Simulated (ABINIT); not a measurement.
# AlN (F-43m) in ABINIT: notebook

One crystal, AlN, is run at these levels: LDA; tasks: relaxation of cell and atoms, single point.

Everything below comes from runs of ABINIT 10.8.3 (patched build). Logs are shortened: lines on timing, memory, paths and dates and some standing lists are left out, and cuts for length are marked. The log counts tension as positive stress, the text compression.

### Step 1. The crystal as given

It takes space group F-43m (No. 216, cubic). The conventional cell has a = 4.368 Å, b = 4.368 Å, c = 4.368 Å, α = 90.00°, β = 90.00°, γ = 90.00°. Al (site symmetry -43m) has 4 N at 1.89 Å as nearest neighbours. N (site symmetry -43m) is surrounded by 4 Al at 1.89 Å.

Measurements of this composition are mostly on another form, of space group No. 186.

### Step 2. Relaxation of cell and atoms, LDA

Input file run.abi:

```
# Pseudopotentials
pp_dirpath "./"
pseudos "Al.upf, N.upf"

# Structure
acell 3*1.0
rprim
     0.0000000000     4.1271496856     4.1271496856
     4.1271496856     0.0000000000     4.1271496856
     4.1271496856     4.1271496856     0.0000000000
ntypat 2
znucl 13 7
natom 2
typat 1 2
chkprim 0
chksymtnons 0
tolsym 1.0e-6
xred
            0.0            0.0            0.0
            1/4            1/4            1/4

# Plane-wave basis
ecut 42.0
ecutsm 0.5

# k points
kptopt 1
ngkpt 8 8 8
nshiftk 1
shiftk 0.0 0.0 0.0

# Exchange and correlation
ixc 7

# Bands and occupations
nband 8
occopt 3
tsmear 0.00183747

# SCF cycle
nstep 80
tolvrs 1.0e-12

# Output
iomode 3
prteig 0
prtebands 0
prtwf 0
prtden 0

# Relaxation
ionmov 2
optcell 2
ntime 50
tolmxf 2.0e-5
dilatmx 1.08
```

Potentials or basis: PseudoDojo NC SR LDA v0.4.1 standard.

Command:

```console
> abinit run.abi > log 2>&1
```

run.abo:

```text
.Version 10.8.3 of ABINIT
 Symmetries : space group F-4 3 m (#216); Bravais cF (face-center cubic)
================================================================================
 Values of the parameters that define the memory need of the present run
     intxc =       0    ionmov =       2      iscf =       7    lmnmax =       6
     lnmax =       6     mgfft =      40  mpssoang =       3    mqgrid =    3001
     natom =       2  nloc_mem =       1    nspden =       1   nspinor =       1
    nsppol =       1      nsym =      24    n1xccc =    2501    ntypat =       2
    occopt =       3   xclevel =       1
       mpw =        2321          nfft =       64000          nkpt =          29
================================================================================
================================================================================

--------------------------------------------------------------------------------
------------- Echo of variables that govern the present computation ------------
--------------------------------------------------------------------------------
 -outvars: echo values of preprocessed input variables --------
            acell      1.0000000000E+00  1.0000000000E+00  1.0000000000E+00 Bohr
              amu      2.69815390E+01  1.40067400E+01
          chkprim           0
      chksymtnons           0
          dilatmx      1.08000000E+00
             ecut      4.20000000E+01 Hartree
           ecutsm      5.00000000E-01 Hartree
           ionmov           2
              ixc           7
         kptrlatt        8    0    0      0    8    0      0    0    8
          kptrlen      4.66933685E+01
            natom           2
            nband           8
            ngfft          40      40      40
             nkpt          29
            nstep          80
             nsym          24
            ntime          50
           ntypat           2
           occopt           3
          optcell           2
           prtden           0
        prtebands           0
           prteig           0
            prtwf           0
            rprim      0.0000000000E+00  4.1271496856E+00  4.1271496856E+00
                       4.1271496856E+00  0.0000000000E+00  4.1271496856E+00
                       4.1271496856E+00  4.1271496856E+00  0.0000000000E+00
          spgroup         216
           tolmxf      2.00000000E-05
           tolsym      1.00000000E-06
           tolvrs      1.00000000E-12
           tsmear      1.83747000E-03 Hartree
            typat      1  2
           xangst      0.0000000000E+00  0.0000000000E+00  0.0000000000E+00
                       1.0919967791E+00  1.0919967791E+00  1.0919967791E+00
            xcart      0.0000000000E+00  0.0000000000E+00  0.0000000000E+00
                       2.0635748428E+00  2.0635748428E+00  2.0635748428E+00
             xred      0.0000000000E+00  0.0000000000E+00  0.0000000000E+00
                       2.5000000000E-01  2.5000000000E-01  2.5000000000E-01
            znucl       13.00000    7.00000

================================================================================

 chkinp: Checking input parameters for consistency.

================================================================================
== DATASET  1 ==================================================================

--- !DatasetInfo
iteration_state: {dtset: 1, }
dimensions: {natom: 2, nkpt: 29, mband: 8, nsppol: 1, nspinor: 1, nspden: 1, mpw: 2321, }
cutoff_energies: {ecut:  42.0, pawecutdg:  -1.0, }
electrons: {nelect:   8.00000000E+00, charge:   0.00000000E+00, occopt:   3.00000000E+00, tsmear:   1.83747000E-03, }
meta: {optdriver: 0, ionmov: 2, optcell: 2, iscf: 7, paral_kgb: 0, }
...

 Exchange-correlation functional for the present dataset will be:
  LDA: Perdew-Wang 92 LSD fit to Ceperley-Alder data - ixc=7
  J.P.Perdew and Y.Wang, PRB 45, 13244 (1992)

 Real(R)+Recip(G) space primitive vectors, cartesian coordinates (Bohr,Bohr^-1):
 R(1)=  0.0000000  4.1271497  4.1271497  G(1)= -0.1211490  0.1211490  0.1211490
 R(2)=  4.1271497  0.0000000  4.1271497  G(2)=  0.1211490 -0.1211490  0.1211490
 R(3)=  4.1271497  4.1271497  0.0000000  G(3)=  0.1211490  0.1211490 -0.1211490
 Unit cell volume ucvol=  1.4059849E+02 bohr^3
 Angles (23,13,12)=  6.00000000E+01  6.00000000E+01  6.00000000E+01 degrees

 getcut: wavevector=  0.0000  0.0000  0.0000  ngfft=  40  40  40
         ecut(hartree)=     48.989   => boxcut(ratio)=   2.17511

--- Pseudopotential description ------------------------------------------------
- pspini: atom type   1  psp file is ./Al.upf
  13.00000   3.00000  180309                  znucl, zion, pspdat
12 -1012 2 -1 1854                            pspcod,pspxc,lmax,lloc,mmax
     nproj     2     2     2

- pspini: atom type   2  psp file is ./N.upf
   7.00000   5.00000  180309                  znucl, zion, pspdat
12 -1012 1 -1 1058                            pspcod,pspxc,lmax,lloc,mmax
     nproj     2     2     0

   4.70573171E+01                                ecore*ucvol(ha*bohr**3)
--------------------------------------------------------------------------------

================================================================================

=== [ionmov= 2] Broyden-Fletcher-Goldfarb-Shanno method (forces)
================================================================================

--- Iteration: ( 1/50) Internal Cycle: (1/1)
--------------------------------------------------------------------------------

---SELF-CONSISTENT-FIELD CONVERGENCE--------------------------------------------

--- !BeginCycle
iteration_state: {dtset: 1, itime: 1, icycle: 1, }
solver: {iscf: 7, nstep: 80, nline: 4, wfoptalg: 0, }
tolerances: {tolvrs: 1.00E-12, }
...

     iter   Etot(hartree)      deltaE(h)  residm     vres2
 ETOT  1  -12.667945685719    -1.267E+01 1.380E-01 1.094E+03
 ETOT  2  -12.703918915558    -3.597E-02 3.291E-02 8.975E+02
 ETOT  3  -12.841375334515    -1.375E-01 7.498E-03 2.420E+00
 ETOT  4  -12.841757070345    -3.817E-04 1.408E-03 1.265E-01
 ETOT  5  -12.841771008412    -1.394E-05 1.247E-04 1.236E-03
 ETOT  6  -12.841771122052    -1.136E-07 4.747E-05 2.395E-04
 ETOT  7  -12.841771165369    -4.332E-08 6.551E-06 3.269E-06
 ETOT  8  -12.841771165951    -5.818E-10 2.883E-06 1.862E-08
 ETOT  9  -12.841771165954    -3.238E-12 1.824E-06 8.528E-10
 ETOT 10  -12.841771165955    -7.478E-13 5.766E-07 4.631E-12
 ETOT 11  -12.841771165954     8.011E-13 7.716E-07 1.097E-15
[... 339 lines left out ...]
 Gradient of E wrt nuclear positions in reduced coordinates (gred)
  0.00000000000000E+00  0.00000000000000E+00  0.00000000000000E+00
  0.00000000000000E+00  0.00000000000000E+00  0.00000000000000E+00
 Scale of Primitive Cell (acell) [bohr]
  5.79029622498988E+00  5.79029622498988E+00  5.79029622498988E+00
 Real space primitive translations (rprimd) [bohr]
  0.00000000000000E+00  4.09435772576921E+00  4.09435772576921E+00
  4.09435772576921E+00  0.00000000000000E+00  4.09435772576921E+00
  4.09435772576921E+00  4.09435772576921E+00  0.00000000000000E+00
 Unitary Cell Volume (ucvol) [Bohr^3]=  1.37273703009195E+02
 Angles (23,13,12)= [degrees]
  6.00000000000000E+01  6.00000000000000E+01  6.00000000000000E+01
 Lengths [Bohr]
  5.79029622498988E+00  5.79029622498988E+00  5.79029622498988E+00
 Stress tensor in cartesian coordinates (strten) [Ha/bohr^3]
  1.84266070605080E-08  0.00000000000000E+00  0.00000000000000E+00
  0.00000000000000E+00  1.84266070613753E-08  0.00000000000000E+00
  0.00000000000000E+00  0.00000000000000E+00  1.84266070605080E-08
 Total energy (etotal) [Ha]= -1.28420477639634E+01

 Difference of energy with previous step (new-old):
           Absolute (Ha)=-3.09881E-08
           Relative     =-2.41302E-09

 At Broyd/MD step   4, gradients are converged :
  max grad (force/stress) = 1.8427E-06 < tolmxf= 2.0000E-05 ha/bohr (free atoms)

================================================================================

 ----iterations are completed or convergence reached----

 Mean square residual over all n,k,spin=   69.605E-15; max=  11.004E-12
 reduced coordinates (array xred) for    2 atoms
       0.000000000000      0.000000000000      0.000000000000
       0.250000000000      0.250000000000      0.250000000000
 rms dE/dt=  0.0000E+00; max dE/dt=  0.0000E+00; dE/dt below (all hartree)
    1       0.000000000000      0.000000000000      0.000000000000
    2       0.000000000000      0.000000000000      0.000000000000

 cartesian coordinates (angstrom) at end:
    1      0.00000000000000     0.00000000000000     0.00000000000000
    2      1.08332040014591     1.08332040014591     1.08332040014591

 cartesian forces (hartree/bohr) at end:
    1     -0.00000000000000    -0.00000000000000    -0.00000000000000
    2     -0.00000000000000    -0.00000000000000    -0.00000000000000
 frms,max,avg= 0.0000000E+00 0.0000000E+00   0.000E+00  0.000E+00  0.000E+00 h/b

 cartesian forces (eV/Angstrom) at end:
    1     -0.00000000000000    -0.00000000000000    -0.00000000000000
    2     -0.00000000000000    -0.00000000000000    -0.00000000000000
 frms,max,avg= 0.0000000E+00 0.0000000E+00   0.000E+00  0.000E+00  0.000E+00 e/A
 length scales=  5.790296224990  5.790296224990  5.790296224990 bohr
              =  3.064092804564  3.064092804564  3.064092804564 angstroms
 Fermi (or HOMO) energy (hartree) =   0.26418   Average Vxc (hartree)=  -0.40758
 Eigenvalues (hartree) for nkpt=  29  k points:
 kpt#   1, nband=  8, wtk=  0.00195, kpt=  0.0000  0.0000  0.0000 (reduced coord)
  -0.33892    0.21058    0.21058    0.21058    0.37446    0.67332    0.67332    0.67332
      occupation numbers for kpt#   1
   2.00000    2.00000    2.00000    2.00000    0.00000    0.00000    0.00000    0.00000
 prteigrs : prtvol=0 or 1, do not print more k-points.

--- !EnergyTerms
iteration_state     : {dtset: 1, itime: 4, icycle: 1, }
comment             : Components of total free energy in Hartree
kinetic             :  8.24904568846576E+00
hartree             :  2.76274607763928E+00
xc                  : -4.26219871087475E+00
Ewald energy        : -1.09872782053321E+01
psp_core            :  3.42799211101911E-01
local_psp           : -8.23319016887051E+00
non_local_psp       : -7.13971656092980E-01
internal            : -1.28420477639634E+01
'-kT*entropy'       :  5.49809229831821E-16
total_energy        : -1.28420477639634E+01
total_energy_eV     : -3.49449921894546E+02
band_energy         :  1.98206284633372E-01
...

 Cartesian components of stress tensor (hartree/bohr^3)
  sigma(1 1)=  1.84266071E-08  sigma(3 2)=  0.00000000E+00
  sigma(2 2)=  1.84266071E-08  sigma(3 1)=  0.00000000E+00
  sigma(3 3)=  1.84266071E-08  sigma(2 1)=  0.00000000E+00

-Cartesian components of stress tensor (GPa)         [Pressure= -5.4213E-04 GPa]
- sigma(1 1)=  5.42129497E-04  sigma(3 2)=  0.00000000E+00
- sigma(2 2)=  5.42129497E-04  sigma(3 1)=  0.00000000E+00
- sigma(3 3)=  5.42129497E-04  sigma(2 1)=  0.00000000E+00

== END DATASET(S) ==============================================================
================================================================================

 -outvars: echo values of variables after computation  --------
            acell      5.7902962250E+00  5.7902962250E+00  5.7902962250E+00 Bohr
           etotal     -1.2842047764E+01
            fcart     -0.0000000000E+00 -0.0000000000E+00 -0.0000000000E+00
                      -0.0000000000E+00 -0.0000000000E+00 -0.0000000000E+00
            rprim      0.0000000000E+00  7.0710678119E-01  7.0710678119E-01
                       7.0710678119E-01  0.0000000000E+00  7.0710678119E-01
                       7.0710678119E-01  7.0710678119E-01  0.0000000000E+00
           strten      1.8426607061E-08  1.8426607061E-08  1.8426607061E-08
                       0.0000000000E+00  0.0000000000E+00  0.0000000000E+00
           xangst      0.0000000000E+00  0.0000000000E+00  0.0000000000E+00
                       1.0833204001E+00  1.0833204001E+00  1.0833204001E+00
             xred      0.0000000000E+00  0.0000000000E+00  0.0000000000E+00
                       2.5000000000E-01  2.5000000000E-01  2.5000000000E-01
 Calculation completed.
```

Run time: 45 s. Hardware: 1 thread of Arm Neoverse V2, shared host; peak memory 0.08 GiB.

Results:

| Quantity | Value |
| --- | --- |
| Free energy | -349.4499 eV |
| Relaxed volume | 10.17 Å³/atom |
| Relaxed cell | a = 3.064 Å, b = 3.064 Å, c = 3.064 Å, α = 60.00°, β = 60.00°, γ = 60.00° |
| Space group after relaxing (to 0.05 Å) | F-43m (No. 216) |
| Energy gained by relaxing | 3.8 meV/atom |
| Ionic steps | 4 |
| Pressure after relaxing | 0.0 GPa |
| Band gap on the k mesh | 3.27 eV, indirect (least direct gap 4.46 eV) |

Step by step:
```csv
step,energy change (eV),largest force (eV/Å),pressure (GPa),volume (Å³)
1,0.0000,0.0000,-4.80,20.83
2,-0.0064,0.0000,-1.90,20.53
3,-0.0075,0.0000,0.05,20.34
4,-0.0075,0.0000,0.00,20.34
```

Final structure:
```cif
data_structure
_symmetry_space_group_name_H-M 'P 1'
_symmetry_Int_Tables_number 1
_cell_length_a 3.0641
_cell_length_b 3.0641
_cell_length_c 3.0641
_cell_angle_alpha 60.000
_cell_angle_beta 60.000
_cell_angle_gamma 60.000
_cell_volume 20.34
loop_
_atom_site_label
_atom_site_type_symbol
_atom_site_fract_x
_atom_site_fract_y
_atom_site_fract_z
_atom_site_occupancy
Al1 Al 0.00000 0.00000 0.00000 1
N1 N 0.25000 0.25000 0.25000 1
```

A k mesh can miss the band edges. A hybrid or GW would open this gap; LDA tends to underestimate it.

### Step 3. Single point, LDA (cell relaxed)

Input file run.abi:

```
pp_dirpath "./"
pseudos "Al.upf, N.upf"

acell 3*1.0 Angstrom
rprim
     0.0000000000     2.1666408000     2.1666408000
     2.1666408000     0.0000000000     2.1666408000
     2.1666408000     2.1666408000     0.0000000000
ntypat 2
znucl 13 7
natom 2
typat 1 2
xred
     0.0000000000     0.0000000000     0.0000000000
     0.2500000000     0.2500000000     0.2500000000
chkprim 0
chksymtnons 0
tolsym 1.0e-6

ecut 42.0

kptopt 1
ngkpt 8 8 8
nshiftk 1
shiftk 0.0 0.0 0.0

ixc 7

nband 8
occopt 3
tsmear 0.05 eV

nstep 100
tolvrs 1.0e-10

iomode 3
prtwf 0
prtden 0
prteig 0
prtebands 0
enunit 1
```

Potentials or basis: PseudoDojo NC SR LDA v0.4.1 standard.

Command:

```console
> abinit run.abi > log 2>&1
```

It took 10 s on 1 thread of Arm Neoverse V2, shared host; peak memory 0.07 GiB.

It converged, with:

```yaml
Free_energy: -349.4499 eV
Pressure: 0.0 GPa
Band_gap_on_the_k_mesh: 3.27 eV, indirect (least direct gap 4.46 eV)
Valence_electrons_inside_the_program's_atomic_spheres: Al 1.16; N 5.39
```

Levels at points of the mesh, in eV from the valence-band top:
```tsv
k point	band 1	band 2	band 3	band 4	band 5	band 6	band 7	band 8
(0.00, 0.00, 0.00)	-14.95	0.00	0.00	0.00	4.46	12.59	12.59	12.59
(0.50, 0.00, 0.00)	-12.76	-6.01	-0.49	-0.49	7.50	9.93	11.16	11.16
(0.50, 0.50, 0.00)	-12.08	-5.03	-1.82	-1.82	3.27	8.59	14.04	15.76
```

A k mesh can miss the band edges.
